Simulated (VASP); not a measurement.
Crystal: Ag.

```xyz
2
Lattice="2.8919 0.0000 0.0000 -1.4459 2.5044 0.0000 0.0000 0.0000 4.7234" Properties=species:S:1:pos:R:3 pbc="T T T"
Ag    0.0000    1.6696    3.5425
Ag    1.4459    0.8348    1.1808
```

The cell was built by a generator and needn't be a form met in nature.

* Program: VASP 6.6.1
* Task: relaxation of cell and atoms
* Functional: PBE
* Potentials or basis: VASP PAW PBE potentials, release 64 (Ag)
* Cutoff: 600 eV
* k mesh: 8 × 8 × 4
* Occupations: gaussian, width 0.05 eV
* Spin: no spin polarisation

At the start: pressure 4.8 GPa; volume 17.10 Å³/atom.

Task: Where does the relaxation end?

Result: Over 5 steps the energy falls by 12.1 meV/atom and the volume is 17.91 Å³/atom (+4.7 %); space group P6_3/mmc (No. 194, to 0.05 Å).

The path:
```tsv
step	energy change (eV)	largest force (eV/Å)	pressure (GPa)	volume (Å³)
1	0.0000	0.0000	4.83	34.21
2	-0.0172	0.0000	-2.21	36.83
3	-0.0240	0.0000	-0.05	35.87
4	-0.0240	0.0000	0.00	35.83
5	-0.0243	0.0000	0.09	35.82
```

Final structure:
```
Ag
1.0
     2.94422    0.00000    0.00000
    -1.47211    2.54977    0.00000
     0.00000    0.00000    4.77174
Ag
2
Direct
  0.33333 0.66667 0.75000
  0.66667 0.33333 0.25000
```
